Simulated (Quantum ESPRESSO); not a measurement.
# SnTe (Fm-3m) in Quantum ESPRESSO: notebook

Runs on SnTe. Level: PBEsol. Tasks: band structure.

Everything below comes from runs of Quantum ESPRESSO 7.5. Logs are shortened: lines on timing, memory, paths and dates and some standing lists are left out, and cuts for length are marked.

**Experimental background.**

From a printed reference work, textbook, for a bulk crystal of SnTe at 300 K: band gap 0.18 eV (direct).

The runs below are set against these values where they give the same quantity.

**1. The crystal as given**

Symmetry: Fm-3m, No. 225, cubic system. Conventional cell: a = 6.302 Å, b = 6.302 Å, c = 6.302 Å, α = 90.00°, β = 90.00°, γ = 90.00°. Te (site symmetry m-3m) has 6 Sn at 3.15 Å as nearest neighbours. Around Sn (site symmetry m-3m) lie 6 Te at 3.15 Å.

**2. Band structure, PBEsol**

pw.in reads:

```
&CONTROL
  calculation = 'scf'
  prefix = 'pwscf'
  outdir = './tmp'
  pseudo_dir = './pseudo'
  tprnfor = .true.
  tstress = .true.
  disk_io = 'low'
/
&SYSTEM
  ibrav = 0
  A = 4.4559748
  nat = 2
  ntyp = 2
  ecutwfc = 80
  nbnd = 22
  input_dft = 'pbesol'
  occupations = 'smearing'
  smearing = 'fd'
  degauss = 0.00367493
/
&ELECTRONS
  conv_thr = 4d-10
  electron_maxstep = 120
  mixing_beta = 0.5
/
ATOMIC_SPECIES
Te   127.6000 Te.upf
Sn   118.7100 Sn.upf
CELL_PARAMETERS alat
   0.0000000000    0.7071067817    0.7071067817
   0.7071067817    0.0000000000    0.7071067817
   0.7071067817    0.7071067817    0.0000000000
ATOMIC_POSITIONS alat
Te     0.7071067817    0.7071067817    0.7071067817
Sn     0.0000000000    0.0000000000    0.0000000000
K_POINTS automatic
7 7 7 0 0 0
```

bands.in reads:

```
&CONTROL
  calculation = 'bands'
  prefix = 'pwscf'
  outdir = './tmp'
  pseudo_dir = './pseudo'
  disk_io = 'low'
  verbosity = 'high'
/
&SYSTEM
  ibrav = 0
  A = 4.4559748
  nat = 2
  ntyp = 2
  ecutwfc = 80
  nbnd = 22
  input_dft = 'pbesol'
  occupations = 'smearing'
  smearing = 'fd'
  degauss = 0.00367493
/
&ELECTRONS
  conv_thr = 1d-08
  electron_maxstep = 120
  mixing_beta = 0.5
  diago_full_acc = .true.
  startingwfc = 'random'
/
ATOMIC_SPECIES
Te   127.6000 Te.upf
Sn   118.7100 Sn.upf
CELL_PARAMETERS alat
   0.0000000000    0.7071067817    0.7071067817
   0.7071067817    0.0000000000    0.7071067817
   0.7071067817    0.7071067817    0.0000000000
ATOMIC_POSITIONS alat
Te     0.7071067817    0.7071067817    0.7071067817
Sn     0.0000000000    0.0000000000    0.0000000000
K_POINTS crystal
60
 0.0000000000  0.0000000000  0.0000000000 1
 0.0625000000  0.0000000000  0.0625000000 1
 0.1250000000  0.0000000000  0.1250000000 1
 0.1875000000  0.0000000000  0.1875000000 1
 0.2500000000  0.0000000000  0.2500000000 1
 0.3125000000  0.0000000000  0.3125000000 1
 0.3750000000  0.0000000000  0.3750000000 1
 0.4375000000  0.0000000000  0.4375000000 1
 0.5000000000  0.0000000000  0.5000000000 1
 0.5000000000  0.0625000000  0.5625000000 1
 0.5000000000  0.1250000000  0.6250000000 1
 0.5000000000  0.1875000000  0.6875000000 1
 0.5000000000  0.2500000000  0.7500000000 1
 0.4375000000  0.3125000000  0.7500000000 1
 0.3750000000  0.3750000000  0.7500000000 1
 0.3375000000  0.3375000000  0.6750000000 1
 0.3000000000  0.3000000000  0.6000000000 1
 0.2625000000  0.2625000000  0.5250000000 1
 0.2250000000  0.2250000000  0.4500000000 1
 0.1875000000  0.1875000000  0.3750000000 1
 0.1500000000  0.1500000000  0.3000000000 1
 0.1125000000  0.1125000000  0.2250000000 1
 0.0750000000  0.0750000000  0.1500000000 1
 0.0375000000  0.0375000000  0.0750000000 1
 0.0000000000  0.0000000000  0.0000000000 1
 0.0625000000  0.0625000000  0.0625000000 1
 0.1250000000  0.1250000000  0.1250000000 1
 0.1875000000  0.1875000000  0.1875000000 1
 0.2500000000  0.2500000000  0.2500000000 1
 0.3125000000  0.3125000000  0.3125000000 1
 0.3750000000  0.3750000000  0.3750000000 1
 0.4375000000  0.4375000000  0.4375000000 1
 0.5000000000  0.5000000000  0.5000000000 1
 0.5250000000  0.4500000000  0.5250000000 1
 0.5500000000  0.4000000000  0.5500000000 1
 0.5750000000  0.3500000000  0.5750000000 1
 0.6000000000  0.3000000000  0.6000000000 1
 0.6250000000  0.2500000000  0.6250000000 1
 0.5833333333  0.2500000000  0.6666666667 1
 0.5416666667  0.2500000000  0.7083333333 1
 0.5000000000  0.2500000000  0.7500000000 1
 0.5000000000  0.2857142857  0.7142857143 1
 0.5000000000  0.3214285714  0.6785714286 1
 0.5000000000  0.3571428571  0.6428571429 1
 0.5000000000  0.3928571429  0.6071428571 1
 0.5000000000  0.4285714286  0.5714285714 1
 0.5000000000  0.4642857143  0.5357142857 1
 0.5000000000  0.5000000000  0.5000000000 1
 0.4821428571  0.4821428571  0.5357142857 1
 0.4642857143  0.4642857143  0.5714285714 1
 0.4464285714  0.4464285714  0.6071428571 1
 0.4285714286  0.4285714286  0.6428571429 1
 0.4107142857  0.4107142857  0.6785714286 1
 0.3928571429  0.3928571429  0.7142857143 1
 0.3750000000  0.3750000000  0.7500000000 1
 0.6250000000  0.2500000000  0.6250000000 1
 0.5937500000  0.1875000000  0.5937500000 1
 0.5625000000  0.1250000000  0.5625000000 1
 0.5312500000  0.0625000000  0.5312500000 1
 0.5000000000  0.0000000000  0.5000000000 1
```

Potentials or basis: PseudoDojo 0.4.1 SR PBE standard.

Launch:

```console
$ OMP_NUM_THREADS=1 mpirun -n 2 pw.x -nk 2 -in pw.in > pw.out
$ OMP_NUM_THREADS=1 mpirun -n 2 pw.x -nk 2 -in bands.in > bands.out
```

pw.out:

```text
This program is part of the open-source Quantum ESPRESSO suite
     for quantum simulation of materials; please cite
         "P. Giannozzi et al., J. Phys.:Condens. Matter 21 395502 (2009);
         "P. Giannozzi et al., J. Phys.:Condens. Matter 29 465901 (2017);
         "P. Giannozzi et al., J. Chem. Phys. 152 154105 (2020);
     in publications or presentations arising from this work. More details at

     IMPORTANT: XC functional enforced from input :
     Exchange-correlation= PBESOL
                           (   1   4  10   8   0   0   0)
     Any further DFT definition will be discarded
     Please, verify this is what you really want

     Message from routine setup:
     using ibrav=0 with symmetry is DISCOURAGED, use correct ibrav instead

     K-points division:     npool     =       2
     Subspace diagonalization in iterative solution of the eigenvalue problem:
     a serial algorithm will be used

     G-vector sticks info
     --------------------
     sticks:   dense  smooth     PW     G-vecs:    dense   smooth      PW
     Sum        1555    1555    439                40821    40821    6231

     Using Slab Decomposition

     bravais-lattice index     =            0
     lattice parameter (alat)  =       8.4206  a.u.
     unit-cell volume          =     422.1918 (a.u.)^3
     number of atoms/cell      =            2
     number of atomic types    =            2
     number of electrons       =        30.00
     number of Kohn-Sham states=           22
     kinetic-energy cutoff     =      80.0000  Ry
     charge density cutoff     =     320.0000  Ry
     scf convergence threshold =      4.0E-10
     mixing beta               =       0.5000
     number of iterations used =            8  plain     mixing
     Exchange-correlation= PBESOL
                           (   1   4  10   8   0   0   0)

     celldm(1)=   8.420572  celldm(2)=   0.000000  celldm(3)=   0.000000
     celldm(4)=   0.000000  celldm(5)=   0.000000  celldm(6)=   0.000000

     crystal axes: (cart. coord. in units of alat)
               a(1) = (   0.000000   0.707107   0.707107 )
               a(2) = (   0.707107   0.000000   0.707107 )
               a(3) = (   0.707107   0.707107   0.000000 )

     reciprocal axes: (cart. coord. in units 2 pi/alat)
               b(1) = ( -0.707107  0.707107  0.707107 )
               b(2) = (  0.707107 -0.707107  0.707107 )
               b(3) = (  0.707107  0.707107 -0.707107 )

     PseudoPot. # 1 for Te read from file:
     Te.upf
     Pseudo is Norm-conserving + core correction, Zval = 16.0
     Generated using ONCVPSP code by D. R. Hamann
     Using radial grid of 1294 points,  6 beta functions with:
                l(1) =   0
                l(2) =   0
                l(3) =   1
                l(4) =   1
                l(5) =   2
                l(6) =   2

     PseudoPot. # 2 for Sn read from file:
     Sn.upf
     Pseudo is Norm-conserving + core correction, Zval = 14.0
     Generated using ONCVPSP code by D. R. Hamann
     Using radial grid of 1628 points,  6 beta functions with:
                l(1) =   0
                l(2) =   0
                l(3) =   1
                l(4) =   1
                l(5) =   2
                l(6) =   2

     atomic species   valence    mass     pseudopotential
     Te               16.00   127.60000     Te( 1.00)
     Sn               14.00   118.71000     Sn( 1.00)

     48 Sym. Ops., with inversion, found

   Cartesian axes

     site n.     atom                  positions (alat units)
         1        Te     tau(   1) = (   0.7071068   0.7071068   0.7071068  )
         2        Sn     tau(   2) = (   0.0000000   0.0000000   0.0000000  )

     number of k points=    20  Fermi-Dirac smearing, width (Ry)=  0.0037
                       cart. coord. in units 2pi/alat
        k(    1) = (   0.0000000   0.0000000   0.0000000), wk =   0.0058309
        k(    2) = (   0.1010153   0.1010153  -0.1010153), wk =   0.0466472
        k(    3) = (   0.2020305   0.2020305  -0.2020305), wk =   0.0466472
        k(    4) = (   0.3030458   0.3030458  -0.3030458), wk =   0.0466472
        k(    5) = (   0.2020305   0.0000000  -0.0000000), wk =   0.0349854
        k(    6) = (   0.3030458   0.1010153  -0.1010153), wk =   0.1399417
[... 12 lines left out ...]
        k(   19) = (  -0.1010153  -0.5050763   0.7071068), wk =   0.1399417
        k(   20) = (  -0.0000000  -0.4040610   0.6060915), wk =   0.1399417

     Dense  grid:    40821 G-vectors     FFT dimensions: (  48,  48,  48)

     Initial potential from superposition of free atoms

     starting charge      29.9983, renormalised to      30.0000
     Starting wfcs are   18 randomized atomic wfcs +    4 random wfcs

     Self-consistent Calculation

     iteration #  1     ecut=    80.00 Ry     beta= 0.50
     Davidson diagonalization with overlap
     ethr =  1.00E-02,  avg # of iterations =  5.6

     Threshold (ethr) on eigenvalues was too large:
     Diagonalizing with lowered threshold

     Davidson diagonalization with overlap
     ethr =  5.50E-05,  avg # of iterations =  5.5

     total energy              =    -366.53313683 Ry
     estimated scf accuracy    <       0.01656686 Ry

     iteration #  2     ecut=    80.00 Ry     beta= 0.50
     Davidson diagonalization with overlap
     ethr =  5.52E-05,  avg # of iterations =  2.0

     total energy              =    -366.53624736 Ry
     estimated scf accuracy    <       0.00138715 Ry

     iteration #  3     ecut=    80.00 Ry     beta= 0.50
     Davidson diagonalization with overlap
     ethr =  4.62E-06,  avg # of iterations =  3.1

     total energy              =    -366.53644360 Ry
     estimated scf accuracy    <       0.00023903 Ry

     iteration #  4     ecut=    80.00 Ry     beta= 0.50
     Davidson diagonalization with overlap
     ethr =  7.97E-07,  avg # of iterations =  1.1

     total energy              =    -366.53645489 Ry
     estimated scf accuracy    <       0.00001310 Ry

     iteration #  5     ecut=    80.00 Ry     beta= 0.50
     Davidson diagonalization with overlap
     ethr =  4.37E-08,  avg # of iterations =  2.0

     total energy              =    -366.53645593 Ry
     estimated scf accuracy    <       0.00000030 Ry

     iteration #  6     ecut=    80.00 Ry     beta= 0.50
     Davidson diagonalization with overlap
     ethr =  1.01E-09,  avg # of iterations =  2.8

     total energy              =    -366.53645605 Ry
     estimated scf accuracy    <       0.00000001 Ry

     iteration #  7     ecut=    80.00 Ry     beta= 0.50
     Davidson diagonalization with overlap
     ethr =  4.77E-11,  avg # of iterations =  2.4

     total energy              =    -366.53645605 Ry
     estimated scf accuracy    <          1.3E-09 Ry

     iteration #  8     ecut=    80.00 Ry     beta= 0.50
     Davidson diagonalization with overlap
     ethr =  4.44E-12,  avg # of iterations =  2.0

     End of self-consistent calculation

          k = 0.0000 0.0000 0.0000 (  5029 PWs)   bands (ev):

   -27.1493 -27.1493 -27.1455 -27.1455 -27.1455 -11.9653 -11.9653 -11.9601
   -11.9601 -11.9601  -3.0121   5.0877   7.6866   7.6866   7.6866  13.1750
    13.1750  13.1750  14.5658  14.5658  14.5659  16.7537

          k = 0.1010 0.1010-0.1010 (  5065 PWs)   bands (ev):

   -27.1493 -27.1493 -27.1454 -27.1454 -27.1454 -11.9663 -11.9663 -11.9599
   -11.9590 -11.9590  -2.8412   4.2207   7.7155   7.7155   8.2725  12.3315
    12.3315  12.3556  14.5098  14.9931  14.9931  17.9919

          k = 0.2020 0.2020-0.2020 (  5096 PWs)   bands (ev):

   -27.1492 -27.1492 -27.1453 -27.1451 -27.1451 -11.9690 -11.9690 -11.9592
   -11.9560 -11.9560  -2.3729   2.7601   7.8243   7.8243   8.9972  11.0968
    11.0968  11.1435  15.1942  16.1679  16.1679  20.4604

          k = 0.3030 0.3030-0.3030 (  5090 PWs)   bands (ev):

   -27.1491 -27.1491 -27.1451 -27.1448 -27.1448 -11.9713 -11.9713 -11.9588
   -11.9534 -11.9534  -1.8359   1.6400   7.9835   7.9835   9.5316  10.2002
    10.2885  10.2885  16.8389  17.9725  17.9726  19.3619

          k = 0.2020 0.0000-0.0000 (  5077 PWs)   bands (ev):

   -27.1493 -27.1492 -27.1455 -27.1452 -27.1452 -11.9686 -11.9644 -11.9609
   -11.9582 -11.9582  -2.7849   4.1849   7.2990   7.2990   8.9739  10.9221
    13.2815  13.2815  13.5968  15.6856  15.6856  17.0011

          k = 0.3030 0.1010-0.1010 (  5103 PWs)   bands (ev):
[... 31 lines left out ...]
   -27.1494 -27.1490 -27.1457 -27.1447 -27.1447 -11.9765 -11.9625 -11.9624
   -11.9536 -11.9536  -2.1772   3.2702   6.5952   6.5952   7.0612  12.5466
    12.5810  13.8793  13.8793  17.7250  18.2015  18.2016

          k = 0.5051 0.1010-0.1010 (  5091 PWs)   bands (ev):

   -27.1495 -27.1489 -27.1456 -27.1445 -27.1445 -11.9791 -11.9632 -11.9621
   -11.9521 -11.9514  -1.7598   2.7083   5.7417   6.4765   6.8018  12.6477
    13.4345  13.5148  14.1112  19.1433  19.2176  19.7150

          k =-0.1010-0.5051 0.5051 (  5110 PWs)   bands (ev):

   -27.1494 -27.1489 -27.1453 -27.1446 -27.1445 -11.9777 -11.9661 -11.9592
   -11.9530 -11.9513  -1.4660   2.1268   5.1193   6.7725   7.3856  12.3398
    12.4865  14.3669  14.6258  17.6411  18.2850  20.6901

          k =-0.0000-0.4041 0.4041 (  5112 PWs)   bands (ev):

   -27.1493 -27.1490 -27.1450 -27.1449 -27.1447 -11.9737 -11.9691 -11.9558
   -11.9558 -11.9533  -1.6348   2.0603   5.3428   7.4324   8.2628  11.1982
    11.5200  14.3083  16.3061  16.5409  16.7634  19.2134

          k = 0.6061-0.0000 0.0000 (  5093 PWs)   bands (ev):

   -27.1497 -27.1488 -27.1458 -27.1443 -27.1443 -11.9832 -11.9639 -11.9608
   -11.9497 -11.9497  -1.5399   3.1660   4.7168   6.1342   6.1342  11.9988
    14.6074  14.6074  15.5334  18.7505  19.8192  21.1084

          k =-0.0000-0.6061 0.6061 (  5104 PWs)   bands (ev):

   -27.1496 -27.1488 -27.1457 -27.1443 -27.1443 -11.9825 -11.9627 -11.9621
   -11.9502 -11.9497  -1.4035   2.8922   4.3486   6.2366   6.4899  12.4467
    13.9164  14.1983  15.8680  19.0633  19.5214  20.0894

          k = 0.4041 0.2020 0.0000 (  5091 PWs)   bands (ev):

   -27.1493 -27.1490 -27.1454 -27.1448 -27.1447 -11.9747 -11.9658 -11.9603
   -11.9538 -11.9538  -2.0107   2.6324   6.1305   7.0523   8.1735  11.4001
    12.2253  13.3119  14.3971  17.4326  18.2440  19.1009

          k =-0.2020-0.4041 0.6061 (  5099 PWs)   bands (ev):

   -27.1493 -27.1489 -27.1452 -27.1448 -27.1445 -11.9756 -11.9677 -11.9580
   -11.9547 -11.9516  -1.5818   2.0434   5.7637   6.2530   8.7632  10.5310
    13.0388  13.7954  15.0325  16.8820  18.7098  19.9528

          k =-0.1010-0.5051 0.7071 (  5116 PWs)   bands (ev):

   -27.1495 -27.1488 -27.1455 -27.1446 -27.1443 -11.9802 -11.9638 -11.9612
   -11.9523 -11.9498  -1.4650   2.5992   4.8997   5.6537   7.5911  12.2733
    12.9700  14.9558  15.0470  17.7164  19.5967  20.6259

          k =-0.0000-0.4041 0.6061 (  5115 PWs)   bands (ev):

   -27.1494 -27.1489 -27.1452 -27.1448 -27.1443 -11.9780 -11.9662 -11.9581
   -11.9551 -11.9498  -1.3766   2.3134   4.8492   5.5722   8.5878  10.9915
    13.9191  14.8294  15.0780  16.3039  19.7723  20.4163

     the Fermi energy is     9.8552 ev

!    total energy              =    -366.53645605 Ry
     estimated scf accuracy    <          4.5E-11 Ry
     smearing contrib. (-TS)   =      -0.00000493 Ry
     internal energy E=F+TS    =    -366.53645112 Ry

     The total energy is F=E-TS. E is the sum of the following terms:
     one-electron contribution =    -147.66485692 Ry
     hartree contribution      =      88.58081788 Ry
     xc contribution           =     -92.43282445 Ry
     ewald contribution        =    -215.01958763 Ry

     convergence has been achieved in   8 iterations

     Forces acting on atoms (cartesian axes, Ry/au):

     atom    1 type  1   force =    -0.00000000    0.00000000    0.00000000
     atom    2 type  2   force =     0.00000000   -0.00000000   -0.00000000

     Total force =     0.000000     Total SCF correction =     0.000000

     Computing stress (Cartesian axis) and pressure

          total   stress  (Ry/bohr**3)                   (kbar)     P=       -2.57
  -0.00001744  -0.00000000  -0.00000000           -2.57       -0.00       -0.00
   0.00000000  -0.00001744   0.00000000            0.00       -2.57        0.00
  -0.00000000   0.00000000  -0.00001744           -0.00        0.00       -2.57

=------------------------------------------------------------------------------=
   JOB DONE.
=------------------------------------------------------------------------------=
```

Wall time 69 s (2 MPI ranks of Arm Neoverse V1, shared host); peak memory 0.22 GiB.

Results:

| Item | Value |
| --- | --- |
| Free energy | -4986.9825 eV |
| Pressure | -0.3 GPa |
| Band gap along the path | 0.14 eV, direct |

Levels at the corners of the path, in eV from the Fermi level:
| point | band 11 | band 12 | band 13 | band 14 | band 15 | band 16 | band 17 | band 18 | band 19 | band 20 |
| --- | --- | --- | --- | --- | --- | --- | --- | --- | --- | --- |
| Γ | -12.87 | -4.77 | -2.17 | -2.17 | -2.17 | 3.32 | 3.32 | 3.32 | 4.71 | 4.71 |
| X | -11.29 | -6.53 | -5.64 | -3.78 | -3.78 | 2.07 | 4.89 | 4.89 | 6.31 | 9.16 |
| W | -11.20 | -7.43 | -4.88 | -4.88 | -0.86 | 0.79 | 4.55 | 4.55 | 6.03 | 6.03 |
| K | -11.25 | -7.48 | -5.24 | -3.29 | -2.77 | 2.98 | 3.02 | 4.13 | 5.49 | 8.07 |
| Γ | -12.87 | -4.77 | -2.17 | -2.17 | -2.17 | 3.32 | 3.32 | 3.32 | 4.71 | 4.71 |
| L | -11.59 | -8.39 | -1.84 | -1.84 | -0.09 | 0.05 | 0.32 | 0.32 | 7.68 | 8.76 |
| U | -11.25 | -7.48 | -5.24 | -3.29 | -2.77 | 2.98 | 3.02 | 4.13 | 5.49 | 8.07 |
| W | -11.20 | -7.43 | -4.88 | -4.88 | -0.86 | 0.79 | 4.55 | 4.55 | 6.03 | 6.03 |
| L | -11.59 | -8.39 | -1.84 | -1.84 | -0.09 | 0.05 | 0.32 | 0.32 | 7.68 | 8.76 |
| K | -11.25 | -7.48 | -5.24 | -3.29 | -2.77 | 2.98 | 3.02 | 4.13 | 5.49 | 8.07 |
| U | -11.25 | -7.48 | -5.24 | -3.29 | -2.77 | 2.98 | 3.02 | 4.13 | 5.49 | 8.07 |
| X | -11.29 | -6.53 | -5.64 | -3.78 | -3.78 | 2.07 | 4.89 | 4.89 | 6.31 | 9.16 |

Caveat: the potentials were made for another functional, which shifts forces and pressure; this odd mesh misses L, where the gap lies, so gap, dielectric constants and Born charges aren't listed; spin-orbit coupling is left out, which moves the levels of the heavy elements.

**3. Band structure, PBEsol, spin-orbit coupling, no magnetisation**

pw.in, as its differences from that of step 2:

```diff
@@ -15,3 +15,3 @@
   ecutwfc = 80
-  nbnd = 22
+  nbnd = 44
   input_dft = 'pbesol'
@@ -20,2 +20,4 @@
   degauss = 0.00367493
+  noncolin = .true.
+  lspinorb = .true.
 /
```

bands.in, as its differences from that of step 2:

```diff
@@ -14,3 +14,3 @@
   ecutwfc = 80
-  nbnd = 22
+  nbnd = 44
   input_dft = 'pbesol'
@@ -19,2 +19,4 @@
   degauss = 0.00367493
+  noncolin = .true.
+  lspinorb = .true.
 /
```

Potentials or basis: PseudoDojo 0.4 FR PBE standard.

Launch:

```console
$ OMP_NUM_THREADS=1 mpirun -n 2 pw.x -nk 2 -in pw.in > pw.out
$ OMP_NUM_THREADS=1 mpirun -n 2 pw.x -nk 2 -in bands.in > bands.out
```

Run time: 5.5 min. Hardware: 2 MPI ranks of Arm Neoverse V1, shared host; peak memory 0.6 GiB.

Results (log left out):

```yaml
Free_energy: -4984.6410 eV
Pressure: -0.2 GPa
Band_gap_along_the_path: 0.29 eV, direct
```

Levels at the corners of the path, in eV from the Fermi level:
```csv
point,band 27,band 28,band 29,band 30,band 31,band 32,band 33,band 34
Γ,-1.81,-1.81,-1.81,-1.81,2.82,2.82,3.68,3.68
X,-3.94,-3.94,-3.49,-3.49,2.16,2.16,4.57,4.57
W,-4.73,-4.73,-0.79,-0.79,0.86,0.86,4.52,4.52
K,-3.28,-3.28,-2.63,-2.63,2.83,2.83,3.30,3.30
Γ,-1.81,-1.81,-1.81,-1.81,2.82,2.82,3.68,3.68
L,-1.50,-1.50,-0.12,-0.12,0.18,0.18,0.33,0.33
U,-3.28,-3.28,-2.63,-2.63,2.83,2.83,3.30,3.30
W,-4.73,-4.73,-0.79,-0.79,0.86,0.86,4.52,4.52
L,-1.50,-1.50,-0.12,-0.12,0.18,0.18,0.33,0.33
K,-3.28,-3.28,-2.63,-2.63,2.83,2.83,3.30,3.30
U,-3.28,-3.28,-2.63,-2.63,2.83,2.83,3.30,3.30
X,-3.94,-3.94,-3.49,-3.49,2.16,2.16,4.57,4.57
```

Caveat: the potentials were made for another functional, which shifts forces and pressure; this odd mesh misses L, where the gap lies, so gap, dielectric constants and Born charges aren't listed.

[end of part 1 of 2]
